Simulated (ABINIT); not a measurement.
Set up this calculation in ABINIT 10.8.3 (patched build), as the native input.

* Task: band structure
* Functional: PBEsol
* Potentials or basis: JTH PAW PBE v2.0
* Cutoff: 707 eV
* k mesh: 10 × 10 × 10
* Occupations: fermi-dirac, width 0.05 eV
* Spin: spin-orbit coupling, no magnetisation
* Fine-grid cutoff: 1306.15 eV
* Exchange and correlation inside the PAW spheres: full angular mesh (pawxcdev 0, this build's default; the released program takes 1)

The system is HfN.

```
CELL_PARAMETERS angstrom
0.00000 2.25600 2.25600
2.25600 0.00000 2.25600
2.25600 2.25600 0.00000
ATOMIC_POSITIONS crystal
Hf 0.00000 0.00000 0.00000
N 0.50000 0.50000 0.50000
```

These files were run (other wordings do the same):

run.abi

```
# Datasets: ground state, then fixed potential
ndtset 2

# Pseudopotentials
pp_dirpath "./"
pseudos "Hf.GGA_PBE-JTH.xml, N.GGA_PBE-JTH.xml"

# Structure
acell 6.0291065658 6.0291065658 6.0291065658
rprim
     0.0000000000     0.7071067812     0.7071067812
     0.7071067812     0.0000000000     0.7071067812
     0.7071067812     0.7071067812     0.0000000000
ntypat 2
znucl 72 7
natom 2
typat 1 2
xcart
     0.0000000000     0.0000000000     0.0000000000
     4.2632221372     4.2632221372     4.2632221372

# Plane-wave basis
ecut 707.496042 eV
pawecutdg 48.0

# Exchange and correlation
ixc -116133

# Bands and occupations
occopt 3
tsmear 0.05 eV

# Spin
nspinor 2
nspden 1
pawspnorb 1

# SCF cycle
nstep 100

# Output
iomode 3
prtwf 0
prteig 0
prtebands 0
prtden1 1
prtvha1 1
prtvclmb1 1
prtpot1 1

# Dataset 1
kptopt1 4
ngkpt1 10 10 10
nshiftk1 1
shiftk1 0.0 0.0 0.0
nband1 26
tolvrs1 1.0e-9

# Dataset 2: bands along G-X-W-K-G-L-U-W-L-K
iscf2 -2
getden2 1
nband2 38
nbdbuf2 8
tolwfr2 1.0e-11
kptopt2 -9
ndivsm2 6
prteig2 1
prtvol2 -3
kptbounds2
     0.0000000000     0.0000000000     0.0000000000
     0.5000000000     0.0000000000     0.5000000000
     0.5000000000     0.2500000000     0.7500000000
     0.3750000000     0.3750000000     0.7500000000
     0.0000000000     0.0000000000     0.0000000000
     0.5000000000     0.5000000000     0.5000000000
     0.6250000000     0.2500000000     0.6250000000
     0.5000000000     0.2500000000     0.7500000000
     0.5000000000     0.5000000000     0.5000000000
     0.3750000000     0.3750000000     0.7500000000
```

Potentials or basis: JTH PAW PBE v2.0.

Run with:

```bash
$ abinit run.abi > log 2>&1
```

Results of the run:

| Quantity | Value |
| --- | --- |
| Pressure | -3.1 GPa |
| Band gap on the k mesh | none (metal or under the smearing width) |
| Valence electrons inside the program's atomic spheres | Hf 9.70; N 2.56 |

Caveat: the PAW data sets were made with another functional, which shifts forces and pressure a little.

It took 5.4 min on 1 thread of Arm Neoverse V1 (shared host), peak memory 0.24 GiB.
